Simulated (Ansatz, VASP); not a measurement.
CdS: VASP beside Ansatz

File INCAR:

```
PREC = Accurate
ENCUT = 600
EDIFF = 1E-6
ISMEAR = -1
SIGMA = 0.1
LREAL = False
LASPH = True
NELM = 80
ALGO = Normal
ISIF = 3
LWAVE = False
LCHARG = False
GGA = PE
IBRION = 2
NSW = 60
EDIFFG = -0.005
```

File KPOINTS:

```
Automatic mesh
0
Gamma
  14 14 14
```

The input POSCAR:

```
CdS
1.0
    0.0000000000      2.5228479314      2.5228479314
    2.5228479314      0.0000000000      2.5228479314
    2.5228479314      2.5228479314      0.0000000000
Cd S
1 1
Direct
    0.0000000000      0.0000000000      0.0000000000
    0.5000000000      0.5000000000      0.5000000000
```

Input for Ansatz:

```yaml
crystal:
  lattice:
    - [0.0, 2.5228479314, 2.5228479314]
    - [2.5228479314, 0.0, 2.5228479314]
    - [2.5228479314, 2.5228479314, 0.0]
  atoms:
    - { symbol: Cd, position: [0.0, 0.0, 0.0] }
    - { symbol: S, position: [0.5, 0.5, 0.5] }
kpoints:
  mp_grid: { grid: [14, 14, 14] }
scf:
  occupations: { method: fermi_dirac, width: 0.1 }
hamiltonian:
  xc: pbe
  pseudopotentials: { kind: paw }
output:
  forces: true
  stress: true
relax:
  f_tol: 0.005
  max_steps: 40
  cell: {}
```

Alike in both runs: task relaxation of cell and atoms; functional PBE; k mesh 14 × 14 × 14; occupations fermi-dirac, width 0.1 eV; no spin polarisation.

```csv
,VASP,Ansatz
version,VASP 6.6.1,Ansatz 0.2.0
potentials or method,"VASP PAW PBE potentials, release 64 (Cd, S)","PAW with Ansatz's default frozen-core files, scalar-relativistic"
plane-wave cutoff (eV),600,420
valence electrons in the cell,18,26
```

Ansatz gave:

| Item | Value |
| --- | --- |
| relaxed volume (Å³/atom) | 20.74 |
| relaxed cell length with the largest relative difference (Å) | 3.885 |
| energy change over the relaxation (meV/atom) | -385 |

Problem. What did VASP give for the same quantities?

Solution. Relaxed volume (Å³/atom): 20.84; relaxed cell length with the largest relative difference (Å): 3.892; energy change over the relaxation (meV/atom): -406.

The two sets of potentials don't hold the same shells in valence.

Caveats: the volume moved by over 15 % at a fixed basis, so the end points are rough (VASP).
